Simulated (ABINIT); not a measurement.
The system is Ga.

```
Ga
1.0
     2.77842    0.00000    0.00000
     0.00000    3.28161    0.00000
    -1.34343    0.00000    3.99027
Ga
2
Direct
  0.13460 0.75000 0.77017
  0.86540 0.25000 0.22983
```

This isn't the form of Ga at room conditions, which is orthorhombic.

Base run:

- Program: ABINIT 10.8.3 (patched build)
- Functional: PBEsol
- Potentials or basis: Ansatz PAW PBE default generated set, frozen core
- Cutoff: 490 eV
- k mesh: 10 × 8 × 7
- Occupations: fermi-dirac, width 0.05 eV
- Spin: no spin polarisation

Its results: band gap on the k mesh none (metal or under the smearing width); pressure -0.7 GPa; largest force 0.070 eV/Å.

The run is repeated on the same cell with these changes: functional from PBEsol to BLYP. What comes out?

Band gap on the k mesh none (metal or under the smearing width); pressure 8.6 GPa; largest force 0.122 eV/Å.

BLYP binds less tightly than PBEsol, so the same cell stands under more pressure.

Caveats: the PAW data sets were made with another functional, which shifts forces and pressure a little; the atomic spheres overlap.
